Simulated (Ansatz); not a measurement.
# LiH: energy against volume in PBE, exact exchange and the RPA

An exercise on one series of results from a longer session: the logs are not shown, and one member is left open.

The runs shown are made with Ansatz 0.2.0. PBE orbitals, norm-conserving pseudopotentials, plane waves. The calculation is spin-unpolarised, and the structure need not be a phase that has been made.

## The system as given

The cell was relaxed beforehand with r2SCAN; volume changes: +0 %, -5 %, +5 %, -10 %, +10 %.

It is hexagonal, P6_3/mmc (No. 194); conventional cell a = 3.256 Å, c = 4.068 Å, 9.34 Å³ an atom. Around Li lie 5 H at 1.88–2.03 Å; around H lie 5 Li at 1.88–2.03 Å.

As a file:

```
CELL_PARAMETERS angstrom
3.25583 0.00000 0.00000
-1.62791 2.81963 0.00000
0.00000 0.00000 4.06844
ATOMIC_POSITIONS crystal
Li 0.33333 0.66667 0.93749
Li 0.66667 0.33333 0.43749
H 0.33333 0.66667 0.43751
H 0.66667 0.33333 0.93751
```

The first run:

Contents of input.yaml:

```yaml
crystal:
  lattice:
    - [3.2558268139, 0.0, 0.0]
    - [-1.627913407, 2.8196287312, 0.0]
    - [0.0, 0.0, 4.0684445657]
  atoms:
    - { symbol: Li, position: [0.3333333333, 0.6666666667, -0.0625092939] }
    - { symbol: Li, position: [0.6666666667, 0.3333333333, 0.4374907061] }
    - { symbol: H, position: [0.3333333333, 0.6666666667, 0.4375092939] }
    - { symbol: H, position: [0.6666666667, 0.3333333333, 0.9375092939] }
kpoints:
  mp_grid: { grid: [6, 6, 4] }
hamiltonian:
  xc: pbe
  pseudopotentials: { kind: nc }
scf:
  occupations: { method: fixed }
output:
  rpa_energy:
    ecut_chi_ladder: [249, 279, 309, 343, 377]
    long_wavelength: optical_limit
basis:
  ecutwfc: 1034.032677
```

Among the steps run: The unscaled cell; Volume -5 %; Volume +5 %; Volume -10 %; Volume +10 %.

One table of the session follows, with a row left open; its other results are not shown here.

Energies in meV/atom from the unscaled cell:

```
volume (Å³/atom)   PBE  exact exchange  EXX+RPA  RPA correlation
           8.404  10.3            28.2      7.8            -20.3
           8.870   2.5            10.9      1.1             -9.8
           9.337   0.0             0.0      0.0              0.0
           9.804     ?               ?        ?                ?
          10.271   7.4            -7.3     10.0             17.3
```

Q: Estimate the row for volume (Å³/atom) = 9.804 from the others.

Worked estimate for «PBE». A straight line through the neighbours (9.337, 0.0) and (10.271, 7.4) gives 0.0 + (7.4 − 0.0) × (9.804 − 9.337) / (10.271 − 9.337) = 3.7; a parabola fitted to 3 rows on both sides gives 1.6.

As computed: PBE: 1.9; exact exchange: -5.8; EXX+RPA: 3.1; RPA correlation: 8.9. In «PBE» the line misses by +1.8 and the parabola by -0.3.

To keep in mind: The curve is too rough to resolve B₀ and B₀′ of EXX+RPA; its minimum, near 9.2 Å³/atom, is a rough guide. Warnings in the runs' records: structure snapped to symmetry.
